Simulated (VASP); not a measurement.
# NaH (Fm-3m) in VASP: a series of runs

The runs below take NaH through single point, with PBE, LDA.

All numbers are computed with VASP 6.6.1; they aren't measurements. Logs are shortened: lines on timing, memory, paths and dates and some standing lists are left out, and cuts for length are marked.

### Step 1. The structure

The structure is cubic, space group Fm-3m (No. 225). The conventional cell has a = 4.880 Å, b = 4.880 Å, c = 4.880 Å, α = 90.00°, β = 90.00°, γ = 90.00°. Na (site symmetry m-3m) is surrounded by 6 H at 2.44 Å. H (site symmetry m-3m) is surrounded by 6 Na at 2.44 Å.

### Step 2. Single point, PBE

Input file INCAR:

```
SYSTEM = NaH
PREC = Accurate
ENCUT = 700
EDIFF = 1E-6
ISMEAR = 0
SIGMA = 0.05
LREAL = .False.
LASPH = .True.
NELM = 100
ALGO = Normal
ISIF = 2
LWAVE = .False.
LCHARG = .False.
GGA = PE
NBANDS = 11
ADDGRID = .False.
```

Input file KPOINTS:

```
Automatic mesh
0
Gamma
  7 7 7
  0 0 0
```

Input file POSCAR:

```
NaH
1.0
    0.0000000000      2.4400000000      2.4400000000
    2.4400000000      0.0000000000      2.4400000000
    2.4400000000      2.4400000000      0.0000000000
Na H
1 1
Direct
   -0.0187210000      0.0228060000      0.0160610000
    0.4668300000      0.5164870000      0.5214060000
```

Potentials or basis: VASP PAW PBE potentials, release 64 (Na_pv, H).

Launch:

```
$ cat potpaw_PBE.64/Na_pv/POTCAR potpaw_PBE.64/H/POTCAR > POTCAR
$ mpirun -np 1 vasp_std > vasp.out
```

OUTCAR:

```text
SYSTEM = NaH
   PREC = Accurate
   ENCUT = 700
   EDIFF = 1E-6
   ISMEAR = 0
   LREAL = .False.
   LASPH = .True.
   NELM = 100
   ISIF = 2
   GGA = PE

 Found    172 irreducible k-points:

 Following reciprocal coordinates:
            Coordinates               Weight
  0.000000  0.000000  0.000000      1.000000
  0.142857  0.000000  0.000000      2.000000
  0.000000  0.142857  0.000000      2.000000
  0.000000  0.000000  0.142857      2.000000
  0.142857  0.142857  0.142857      2.000000
  0.285714  0.000000  0.000000      2.000000
   k-points           NKPTS =    172   k-points in BZ     NKDIM =    172   number of bands    NBANDS=     11
   number of dos      NEDOS =    301   number of ions     NIONS =      2
   total plane-waves  NPLWV =  27000
   dimension x,y,z NGX =    30 NGY =   30 NGZ =   30
   dimension x,y,z NGXF=    60 NGYF=   60 NGZF=   60
   ions per type =               1   1
   NGX,Y,Z   is equivalent  to a cutoff of  14.45, 14.45, 14.45 a.u.
   NGXF,Y,Z  is equivalent  to a cutoff of  28.91, 28.91, 28.91 a.u.
 SYSTEM =  NaH
   PREC   = accura    normal or accurate (medium, high low for compatibility)
   ISTART =      0    job   : 0-new  1-cont  2-samecut
   ICHARG =      2    charge: 1-file 2-atom 10-const
   ISPIN  =      1    spin polarized calculation?
   LNONCOLLINEAR =      F non collinear calculations
   LSORBIT =      F    spin-orbit coupling
   LASPH  =      T    aspherical Exc in radial PAW
   ENCUT  =  700.0 eV  51.45 Ry    7.17 a.u.   7.44  7.44  7.44*2*pi/ulx,y,z
   NELM   =    100;   NELMIN=  2; NELMDL= -5     # of ELM steps
   EDIFF  = 0.1E-05   stopping-criterion for ELM
   LREAL  =      F    real-space projection
   EDIFFG = 0.1E-04   stopping-criterion for IOM
   NSW    =      0    number of steps for IOM
   IBRION =     -1    ionic relax: 0-MD 1-quasi-New 2-CG
   NFREE  =      0    steps in history (QN), initial steepest desc. (CG)
   ISIF   =      2    stress and relaxation
   ISYM   =      2    0-nonsym 1-usesym 2-fastsym
   POTIM  = 0.5000    time-step for ionic-motion
   TEBEG  =    0.0;   TEEND  =   0.0 temperature during run
   PSTRESS=    0.0 pullay stress
   NELECT =       8.0000    total number of electrons
   NUPDOWN=      -1.0000    fix difference up-down
   EMIN   =  10.00;   EMAX   =-10.00  energy-range for DOS
   EFERMI =   0.00;   METHOD = LEGACY
   ISMEAR =     0;   SIGMA  =   0.05  broadening in eV -4-tet -1-fermi 0-gaus
   EFERMI_NEDOS =   21; number of points for ismear=-14 and -15
   IALGO  =     38    algorithm
   IMIX   =      4    mixing-type and parameters
     AMIX     =   0.40;   BMIX     =  1.00
     AMIX_MAG =   1.60;   BMIX_MAG =  1.00
  volume/ion in A,a.u.               =      14.53        98.03
  Fermi-wavevector in a.u.,A,eV,Ry     =   1.065054  2.012660 15.433636  1.134340
  Thomas-Fermi vector in A             =   2.200593
   LORBIT       =      0    0 simple, 1 ext, 2 COOP (PROOUT), +10 PAW based schemes
   GGA     = PE    functional components
   LHFCALC =     F    Hartree Fock is set to
   AEXX    =    0.0000 exact exchange contribution
   IVDW    =     0    specifies the selected vdW correction
   LEPSILON=     F    determine dielectric tensor
   LRPA    =     F    only Hartree local field effects (RPA)
 non-spin polarized calculation
 Gauss-broadening in eV      SIGMA  =   0.05
  energy-cutoff  :      700.00
  volume of cell :       29.05
 maximum number of plane-waves:      1243
 NGX is ok and might be reduce to    30
   NGX = 15   NGY = 15   NGZ = 15

 number of electron       7.9999999 magnetization

 Free energy of the ion-electron system (eV)
  ---------------------------------------------------
  ext. energy  EPLUGINS =         0.00000000
  ---------------------------------------------------
  free energy    TOTEN  =        -5.08507311 eV

  energy without entropy =       -5.08507311  energy(sigma->0) =       -5.08507311

 E-fermi :  -1.0438     XC(G=0):  -7.6715

 val. band max:       -1.2882885037   @ k =   0.2857  -0.2857  -0.4286
 cond. band min:       2.8913840819   @ k =  -0.4286  -0.4286   0.4286
 fundamental gap:      4.1796725856
 Fermi energy:        -1.0437974830

 k-point     1 :       0.0000    0.0000    0.0000
  band No.  band energies     occupation
      1     -23.3597      2.00000
      2     -23.3597      2.00000
      3     -23.3593      2.00000
      4      -4.7404      2.00000
      5       8.9512      0.00000
      6      14.1670      0.00000
      7      14.1679      0.00000
      8      14.1817      0.00000
      9      14.9712      0.00000
     10      14.9828      0.00000
     11      14.9914      0.00000

 k-point     2 :       0.1429    0.0000    0.0000
  band No.  band energies     occupation
      1     -23.3758      2.00000
      2     -23.3616      2.00000
      3     -23.3613      2.00000
      4      -4.3997      2.00000
      5       7.8518      0.00000
      6      11.2912      0.00000
      7      13.2299      0.00000
      8      13.2349      0.00000
      9      16.0984      0.00000
     10      16.1208      0.00000
     11      16.2926      0.00000

 k-point     3 :       0.0000    0.1429    0.0000
  band No.  band energies     occupation
      1     -23.3756      2.00000
      2     -23.3617      2.00000
      3     -23.3615      2.00000
      4      -4.3997      2.00000
      5       7.8523      0.00000
      6      11.2895      0.00000
      7      13.2300      0.00000
      8      13.2381      0.00000
      9      16.0808      0.00000
     10      16.1207      0.00000
     11      16.3076      0.00000

 k-point     4 :       0.0000    0.0000    0.1429
  band No.  band energies     occupation
      1     -23.3756      2.00000
      2     -23.3616      2.00000
      3     -23.3615      2.00000
      4      -4.3997      2.00000
      5       7.8524      0.00000
      6      11.2894      0.00000
      7      13.2300      0.00000
      8      13.2383      0.00000
      9      16.0797      0.00000
     10      16.1208      0.00000
     11      16.3085      0.00000

 k-point     5 :       0.1429    0.1429    0.1429
  band No.  band energies     occupation
      1     -23.3758      2.00000
      2     -23.3616      2.00000
      3     -23.3613      2.00000
      4      -4.3997      2.00000
      5       7.8517      0.00000
      6      11.2916      0.00000
      7      13.2297      0.00000
      8      13.2346      0.00000
      9      16.1013      0.00000
     10      16.1212      0.00000
     11      16.2897      0.00000

 k-point     6 :       0.2857    0.0000    0.0000
  band No.  band energies     occupation
      1     -23.4116      2.00000
      2     -23.3660      2.00000
      3     -23.3656      2.00000
      4      -3.4520      2.00000
      5       5.1770      0.00000
      6       9.8975      0.00000
      7      12.4306      0.00000
      8      12.4352      0.00000
      9      15.6928      0.00000
     10      15.6944      0.00000
     11      17.4391      0.00000

 [... further k-points ...]

------------------------ aborting loop because EDIFF is reached ----------------------------------------

  FORCE on cell =-STRESS in cart. coord.  units (eV):
  Direction    XX          YY          ZZ          XY          YZ          ZX
  --------------------------------------------------------------------------------------
  -------------------------------------------------------------------------------------
  Total       -0.1170176     -0.1143710     -0.1031013     -0.0000096     -0.0011633     -0.0001584
  in kB       -6.4530088     -6.3070620     -5.6855857     -0.0005301     -0.0641483     -0.0087362
  external PRESSURE =      -6.1485522 kB  Pullay stress =       0.0000000 kB

 VOLUME and BASIS-vectors are now :
 -----------------------------------------------------------------------------
  energy-cutoff  :      700.00
  volume of cell :       29.05
      direct lattice vectors                 reciprocal lattice vectors
     0.000000000  2.440000000  2.440000000    -0.204918033  0.204918033  0.204918033
     2.440000000  0.000000000  2.440000000     0.204918033 -0.204918033  0.204918033
     2.440000000  2.440000000  0.000000000     0.204918033  0.204918033 -0.204918033

 POSITION                                       TOTAL-FORCE (eV/Angst)
 -----------------------------------------------------------------------------------
      0.09484      2.43351      2.44997        -0.001663     -0.017135     -0.039323
      2.53246      2.41130      2.39929         0.001663      0.017135      0.039323
 -----------------------------------------------------------------------------------
    total drift:                                0.000312     -0.000185      0.000253

  FREE ENERGIE OF THE ION-ELECTRON SYSTEM (eV)
  ---------------------------------------------------
  free  energy   TOTEN  =        -5.0850731052 eV

  energy  without entropy=       -5.0850731052  energy(sigma->0) =       -5.08507311
```

Run time: 67 s. Hardware: 1 thread of Intel Xeon Platinum 8259CL at 2.50GHz (Skylake/Cascade Lake), shared host; peak memory 0.22 GiB.

The run converged, but some of its settings lie outside the range that counts as converged, so its numbers aren't taken as properties of the crystal.

What came out:

- Free energy: -5.0851 eV
- Pressure: -0.6 GPa
- Largest force: 0.043 eV/Å
- Band gap on the k mesh: 4.18 eV, indirect (least direct gap 4.79 eV)

Caveat: an odd mesh through Γ misses points on the zone boundary, where band edges often lie.

### Step 3. Single point, PBE

Changes to INCAR since step 2:

```diff
@@ -2,3 +2,3 @@
 PREC = Accurate
-ENCUT = 700
+ENCUT = 550
 EDIFF = 1E-6
```

Input file KPOINTS:

```
Automatic mesh
0
Gamma
  8 8 8
  0 0 0
```

Input file POSCAR:

```
NaH
1.0
    0.0000000000      2.4400000000      2.4400000000
    2.4400000000      0.0000000000      2.4400000000
    2.4400000000      2.4400000000      0.0000000000
Na H
1 1
Direct
    0.0000000000      0.0000000000      0.0000000000
    0.5000000000      0.5000000000      0.5000000000
```

Potentials or basis: VASP PAW PBE potentials, release 64 (Na_pv, H).

Launch:

```
$ cat potpaw_PBE.64/Na_pv/POTCAR potpaw_PBE.64/H/POTCAR > POTCAR
$ mpirun -np 1 vasp_std > vasp.out
```

OUTCAR:

```text
SYSTEM = NaH
   PREC = Accurate
   ENCUT = 550
   EDIFF = 1E-6
   ISMEAR = 0
   LREAL = .False.
   LASPH = .True.
   NELM = 100
   ISIF = 2
   GGA = PE

 Found     29 irreducible k-points:

 Following reciprocal coordinates:
            Coordinates               Weight
  0.000000  0.000000  0.000000      1.000000
  0.125000  0.000000  0.000000      8.000000
  0.250000  0.000000  0.000000      8.000000
  0.375000  0.000000  0.000000      8.000000
  0.500000  0.000000  0.000000      4.000000
  0.125000  0.125000  0.000000      6.000000
   k-points           NKPTS =     29   k-points in BZ     NKDIM =     29   number of bands    NBANDS=     11
   number of dos      NEDOS =    301   number of ions     NIONS =      2
   total plane-waves  NPLWV =  21952
   dimension x,y,z NGX =    28 NGY =   28 NGZ =   28
   dimension x,y,z NGXF=    56 NGYF=   56 NGZF=   56
   ions per type =               1   1
   NGX,Y,Z   is equivalent  to a cutoff of  13.49, 13.49, 13.49 a.u.
   NGXF,Y,Z  is equivalent  to a cutoff of  26.98, 26.98, 26.98 a.u.
 SYSTEM =  NaH
   PREC   = accura    normal or accurate (medium, high low for compatibility)
   ISTART =      0    job   : 0-new  1-cont  2-samecut
   ICHARG =      2    charge: 1-file 2-atom 10-const
   ISPIN  =      1    spin polarized calculation?
   LNONCOLLINEAR =      F non collinear calculations
   LSORBIT =      F    spin-orbit coupling
   LASPH  =      T    aspherical Exc in radial PAW
   ENCUT  =  550.0 eV  40.42 Ry    6.36 a.u.   6.60  6.60  6.60*2*pi/ulx,y,z
   NELM   =    100;   NELMIN=  2; NELMDL= -5     # of ELM steps
   EDIFF  = 0.1E-05   stopping-criterion for ELM
   LREAL  =      F    real-space projection
   EDIFFG = 0.1E-04   stopping-criterion for IOM
   NSW    =      0    number of steps for IOM
   IBRION =     -1    ionic relax: 0-MD 1-quasi-New 2-CG
   NFREE  =      0    steps in history (QN), initial steepest desc. (CG)
   ISIF   =      2    stress and relaxation
   ISYM   =      2    0-nonsym 1-usesym 2-fastsym
   POTIM  = 0.5000    time-step for ionic-motion
   TEBEG  =    0.0;   TEEND  =   0.0 temperature during run
   PSTRESS=    0.0 pullay stress
   NELECT =       8.0000    total number of electrons
   NUPDOWN=      -1.0000    fix difference up-down
   EMIN   =  10.00;   EMAX   =-10.00  energy-range for DOS
   EFERMI =   0.00;   METHOD = LEGACY
   ISMEAR =     0;   SIGMA  =   0.05  broadening in eV -4-tet -1-fermi 0-gaus
   EFERMI_NEDOS =   21; number of points for ismear=-14 and -15
   IALGO  =     38    algorithm
   IMIX   =      4    mixing-type and parameters
     AMIX     =   0.40;   BMIX     =  1.00
     AMIX_MAG =   1.60;   BMIX_MAG =  1.00
[... 17 lines left out ...]

 number of electron       8.0000008 magnetization

 Free energy of the ion-electron system (eV)
  ---------------------------------------------------
  ext. energy  EPLUGINS =         0.00000000
  ---------------------------------------------------
  free energy    TOTEN  =        -5.08620033 eV

  energy without entropy =       -5.08620033  energy(sigma->0) =       -5.08620033

 E-fermi :  -0.9430     XC(G=0):  -7.6721

 val. band max:       -1.2052326795   @ k =  -0.2500   0.5000   0.2500
 cond. band min:       2.5068915576   @ k =   0.5000   0.0000   0.0000
 fundamental gap:      3.7121242371
 Fermi energy:        -0.9430398336

 k-point     1 :       0.0000    0.0000    0.0000
  band No.  band energies     occupation
      1     -23.3598      2.00000
      2     -23.3598      2.00000
      3     -23.3598      2.00000
      4      -4.7407      2.00000
      5       8.9575      0.00000
      6      14.1807      0.00000
      7      14.1807      0.00000
      8      14.1807      0.00000
      9      14.9675      0.00000
     10      14.9675      0.00000
     11      14.9675      0.00000
[... 57 lines left out ...]
 k-point     6 :       0.1250    0.1250    0.0000
  band No.  band energies     occupation
      1     -23.3719      2.00000
      2     -23.3640      2.00000
      3     -23.3640      2.00000
      4      -4.3935      2.00000
      5       8.0128      0.00000
      6      12.1869      0.00000
      7      12.1879      0.00000
      8      12.1879      0.00000
      9      15.4717      0.00000
     10      17.0255      0.00000
     11      17.7021      0.00000

 [... further k-points ...]

------------------------ aborting loop because EDIFF is reached ----------------------------------------

  FORCE on cell =-STRESS in cart. coord.  units (eV):
  Direction    XX          YY          ZZ          XY          YZ          ZX
  --------------------------------------------------------------------------------------
  -------------------------------------------------------------------------------------
  Total       -0.1184894     -0.1184894     -0.1184894      0.0000000      0.0000000      0.0000000
  in kB       -6.5341704     -6.5341704     -6.5341704      0.0000000      0.0000000      0.0000000
  external PRESSURE =      -6.5341704 kB  Pullay stress =       0.0000000 kB

 VOLUME and BASIS-vectors are now :
 -----------------------------------------------------------------------------
  energy-cutoff  :      550.00
  volume of cell :       29.05
      direct lattice vectors                 reciprocal lattice vectors
     0.000000000  2.440000000  2.440000000    -0.204918033  0.204918033  0.204918033
     2.440000000  0.000000000  2.440000000     0.204918033 -0.204918033  0.204918033
     2.440000000  2.440000000  0.000000000     0.204918033  0.204918033 -0.204918033

 POSITION                                       TOTAL-FORCE (eV/Angst)
 -----------------------------------------------------------------------------------
      0.00000      0.00000      0.00000         0.000000      0.000000      0.000000
      2.44000      2.44000      2.44000        -0.000000     -0.000000     -0.000000
 -----------------------------------------------------------------------------------
    total drift:                               -0.000000     -0.000000     -0.000000

  FREE ENERGIE OF THE ION-ELECTRON SYSTEM (eV)
  ---------------------------------------------------
  free  energy   TOTEN  =        -5.0862003318 eV

  energy  without entropy=       -5.0862003318  energy(sigma->0) =       -5.08620033
```

OSZICAR:

```text
N       E                     dE             d eps       ncg     rms          rms(c)
DAV:   1     0.351333570332E+02    0.35133E+02   -0.47385E+03   647   0.796E+02
DAV:   2    -0.423105869167E+01   -0.39364E+02   -0.38725E+02   679   0.193E+02
DAV:   3    -0.550303553266E+01   -0.12720E+01   -0.12705E+01   772   0.326E+01
DAV:   4    -0.551157819488E+01   -0.85427E-02   -0.85418E-02   750   0.268E+00
DAV:   5    -0.551166669984E+01   -0.88505E-04   -0.88501E-04   731   0.275E-01    0.317E+00
DAV:   6    -0.517177075513E+01    0.33990E+00   -0.33338E-01   738   0.273E+00    0.146E+00
DAV:   7    -0.508133844932E+01    0.90432E-01   -0.32341E-01   704   0.211E+00    0.355E-01
DAV:   8    -0.508630263130E+01   -0.49642E-02   -0.10367E-02   704   0.944E-01    0.697E-02
DAV:   9    -0.508621105054E+01    0.91581E-04   -0.12130E-03   760   0.362E-01    0.231E-02
DAV:  10    -0.508619721356E+01    0.13837E-04   -0.65240E-05   726   0.507E-02    0.447E-03
DAV:  11    -0.508620059779E+01   -0.33842E-05   -0.63469E-06   707   0.112E-02    0.315E-03
DAV:  12    -0.508620033184E+01    0.26595E-06   -0.22687E-07   442   0.326E-03
   1 F= -.50862003E+01 E0= -.50862003E+01  d E =-.377599E-15
```

It took 12 s on 1 thread of Intel Xeon Platinum 8259CL at 2.50GHz (Skylake/Cascade Lake), shared host; peak memory 0.14 GiB.

These settings aren't checked as converged: the numbers below hold their error.

What came out:

```yaml
Free_energy: -5.0862 eV
Pressure: -0.7 GPa
Band_gap_on_the_k_mesh: 3.71 eV, indirect (least direct gap 4.55 eV)
```

### Step 4. Single point, PBE

INCAR is that of step 3.

KPOINTS is that of step 3.

Input file POSCAR:

```
NaH
1.0
    0.0000000000      2.4400000000      2.4400000000
    2.4400000000      0.0000000000      2.4400000000
    2.4400000000      2.4400000000      0.0000000000
Na H
1 1
Direct
   -0.0187210000      0.0228060000      0.0160610000
    0.4668300000      0.5164870000      0.5214060000
```

Launch:

```
$ cat potpaw_PBE.64/Na_pv/POTCAR potpaw_PBE.64/H/POTCAR > POTCAR
$ mpirun -np 1 vasp_std > vasp.out
```

Run time: 66 s. Hardware: 1 thread of Intel Xeon Platinum 8259CL at 2.50GHz (Skylake/Cascade Lake), shared host; peak memory 0.21 GiB.

These settings aren't checked as converged: the numbers below hold their error.

What came out:

```yaml
Free_energy: -5.0850 eV
Pressure: -0.6 GPa
Largest_force: 0.043 eV/Å
Band_gap_on_the_k_mesh: 3.71 eV, indirect (least direct gap 4.55 eV)
```

### Step 5. Single point, LDA

Input file INCAR:

```
SYSTEM = NaH
ALGO = Normal
EDIFF = 1E-6
ENCUT = 550
ISIF = 2
ISMEAR = 0
LASPH = .TRUE.
LCHARG = .FALSE.
LREAL = .FALSE.
LWAVE = .FALSE.
NELM = 60
PREC = Accurate
SIGMA = 0.1
```

Input file KPOINTS:

```
k-points
0
G
  9 9 9
  0 0 0
```

Input file POSCAR:

```
NaH
1.0
    0.0000000000      2.4400000000      2.4400000000
    2.4400000000      0.0000000000      2.4400000000
    2.4400000000      2.4400000000      0.0000000000
Na H
1 1
Cartesian
    0.0000000000      0.0000000000      0.0000000000
    2.4400000000      2.4400000000      2.4400000000
```

Potentials or basis: VASP PAW LDA potentials, release 64 (Na_sv_GW, H_GW).

Launch:

```
$ cat potpaw_LDA.64/Na_sv_GW/POTCAR potpaw_LDA.64/H_GW/POTCAR > POTCAR
$ mpirun -np 1 vasp_std > vasp.out
```

It took 4.4 s on 1 thread of Intel Xeon 6975P-C (Granite Rapids), shared host; peak memory 0.14 GiB.

The run converged. Its results:

```
Free energy            : -7.4919 eV
Pressure               : -3.3 GPa
Band gap on the k mesh : 3.67 eV, indirect (least direct gap 4.41 eV)
```

Levels at points of the mesh, in eV from the valence-band top:
| k point | band 2 | band 3 | band 4 | band 5 | band 6 | band 7 | band 8 | band 9 |
| --- | --- | --- | --- | --- | --- | --- | --- | --- |
| (0.00, 0.00, 0.00) | -22.16 | -22.16 | -22.16 | -3.63 | 10.20 | 15.04 | 15.04 | 15.04 |

Caveat: an odd mesh through Γ misses points on the zone boundary, where band edges often lie.
